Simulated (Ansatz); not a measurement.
P vacancy in GaP, calculated

Computed with the plane-wave PAW code Ansatz (scalar-relativistic, PAW set soft_2): PBEsol, collinear spin, 420 eV cutoff, k-mesh 2×2×2 shifted by half a step.

The relaxed host crystal (Kohn–Sham gap 1.45 eV over the whole zone):

```
Ga P
1.0
     0.00000    2.71922    2.71922
     2.71922    0.00000    2.71922
     2.71922    2.71922    0.00000
Ga P
1 1
Cartesian
  0.0000 0.0000 0.0000
  1.3596 1.3596 1.3596
```

Supercell of 32 atoms, rows of the matrix [[-1,3,-1],[3,-1,-1],[-1,-1,-1]] times the cell vectors; P vacancy at (0.250, 0.250, 0.250) in fractions of the cell above. Atoms are relaxed at the host's cell, from a start shaken by 0.03 Å near the defect; charged cells sit in a uniform background.

Distances from the empty P site (Å), by shell of the perfect crystal:

```csv
shell,perfect crystal,charge +3,charge +1,charge 0
4 Ga,2.35,2.85,2.32 (2.06 to 2.58),2.17 (2.16 to 2.18)
```

```
charge  moment of the cell (μB)  gap of the cell on the mesh (eV)                         carriers
    +3                     0.00                              1.39                none in the bands
    +1                     0.00                              1.34                none in the bands
     0                     0.50                              0.00  level in the gap, partly filled
```

On this mesh the host's own supercell has a gap of 2.18 eV.

**Question.** What do these numbers say about the valence and the carriers?

**Answer.** At charge 0 a level in the gap is left partly filled; a distortion or another spin state could split it and lower the energy.

Formation energy of the neutral defect: 3.57 eV, taking atoms from and to the elements' standard states (no corrections for gases), so it belongs to those chemical potentials alone.

Relaxed cell at charge +3:

```
GaP V_P charge 3
1.0
     5.4384   -5.4384    5.4384
    -5.4384    5.4384    5.4384
    -5.4384   -5.4384   -5.4384
Ga P
16 15
Direct
  0.2499 0.3029 0.4997
  0.5038 0.2540 0.2538
  0.7496 0.2459 0.9994
  0.9959 0.5003 0.4997
  0.2498 0.5003 0.2457
  0.0040 0.2540 0.7536
  0.7500 0.7461 0.4997
  0.4957 0.4999 0.9994
  0.7497 0.4999 0.7455
  0.9469 0.6971 0.1967
  0.5527 0.0001 0.4997
  0.2498 0.7461 0.9999
  0.7500 0.0001 0.2457
  0.5037 0.7542 0.7536
  0.9959 0.0001 0.9999
  0.2498 0.0001 0.8026
  0.4982 0.0001 0.2439
  0.7498 0.0000 0.9996
  0.9941 0.2484 0.4997
  0.2498 0.2484 0.2439
  0.9941 0.0000 0.7480
  0.7498 0.5001 0.4997
  0.5056 0.2558 0.0037
  0.7539 0.2558 0.7554
  0.0015 0.4960 0.2513
  0.4981 0.7444 0.4997
  0.2498 0.5000 0.9997
  0.7457 0.7517 0.2513
  0.5056 0.5042 0.7554
  0.0015 0.7518 0.9956
  0.2498 0.7443 0.7480
```

Caveats: at charge +3: net starting moment lost; at charge +1: net starting moment lost; semilocal functionals make gaps too small, which shifts levels too; small supercell, so energies and levels can be off by tenths of an eV; one random start near the defect, so other minima are possible.

Electrons added to the phosphorus vacancy draw the surrounding gallium atoms inward: their mean distance from the empty site falls from 2.85 Å at +3 to 2.32 Å at +1 and 2.17 Å in the neutral cell. The trend holds for the mean only, since the shortest distance at +1 lies below the neutral ones. In the usual dangling-bond picture, the +3 vacancy has an empty symmetric a₁ orbital, and each gallium relaxes towards planar, sp²-like bonding with its remaining phosphorus neighbours. Filling a₁ at +1 creates bonding among the gallium atoms across the void. This alone would keep the site tetrahedral, so the wide spread there suggests further mixing with the empty t₂ states.

The neutral vacancy adds one t₂ electron, which should give a full unpaired spin and a Jahn–Teller distortion. The moment of 0.50 μB and nearly equal distances instead suggest fractional filling of a defect band broadened by periodic images. The neutral formation energy alone doesn't establish which charge state is preferred at any Fermi level.
